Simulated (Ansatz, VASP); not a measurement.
# C in VASP and in Ansatz

The input INCAR:

```
ALGO = Normal
EDIFF = 1E-6
EDIFFG = -0.01
ENCUT = 600
GGA = PE
IBRION = 2
ISIF = 3
ISMEAR = 0
LASPH = T
LCHARG = F
LREAL = F
LWAVE = F
NELM = 100
NSW = 100
PREC = Accurate
SIGMA = 0.1
```

KPOINTS

```
k-points
0
Gamma
  14 14 12
```

The input POSCAR:

```
C
1.0
    3.4452125841      0.0000000000      0.0000000000
    0.0000000000      3.4452125841      0.0000000000
    0.0000000000      0.0000000000      4.1256042513
C
4
Direct
    0.1997916646      0.5000000000      0.0000000000
    0.8002083354      0.5000000000      0.0000000000
    0.5000000000      0.1997916646      0.0000000000
    0.5000000000      0.8002083354      0.0000000000
```

Input for Ansatz:

```yaml
crystal:
  lattice:
    - [3.4452125841, 0.0, 0.0]
    - [0.0, 3.4452125841, 0.0]
    - [0.0, 0.0, 4.1256042513]
  atoms:
    - { symbol: C, position: [0.1997916646, 0.5, 0.0] }
    - { symbol: C, position: [0.8002083354, 0.5, 0.0] }
    - { symbol: C, position: [0.5, 0.1997916646, 0.0] }
    - { symbol: C, position: [0.5, 0.8002083354, 0.0] }
basis:
  ecutwfc: 420
kpoints:
  mp_grid: { grid: [14, 14, 12] }
hamiltonian:
  xc: pbe
scf:
  occupations: { method: gaussian, width: 0.1 }
output:
  forces: true
  stress: true
  eigenvalues: true
relax:
  adjacent_minimum: "off"
  f_tol: 0.01
  max_steps: 80
  cell: { stress_tol: 0.05 }
```

Alike in both runs: task relaxation of cell and atoms; functional PBE; k mesh 14 × 14 × 12; occupations gaussian, width 0.1 eV; no spin polarisation.

|  | VASP | Ansatz |
| --- | --- | --- |
| version | VASP 6.6.1 | Ansatz 0.2.0 |
| potentials or method | VASP PAW PBE potentials, release 64 (C) | scalar-relativistic, plane waves, PAW |
| plane-wave cutoff (eV) | 600 | 420 |
| valence electrons in the cell | 16 | 16 |

|  | VASP | Ansatz | Ansatz less VASP |
| --- | --- | --- | --- |
| gap on the k mesh at the Fermi level, each at its own relaxed structure (eV) | none | none | - |
| relaxed volume (Å³/atom) | 12.24 | 13.16 | +0.921 |
| relaxed cell length with the largest relative difference (Å) | 4.126 | 4.437 | +0.3114 |
| energy change over the relaxation (meV/atom) | 0 | -1 | -0.7 |

A gap of «none» marks a metal or a gap that the smearing closes. One of these differences is far larger than is usual between the two programs; its cause wasn't traced.

Caveats: this functional lacks dispersion, which binds the layers, so the pressure and a relaxed spacing across them are unreliable.
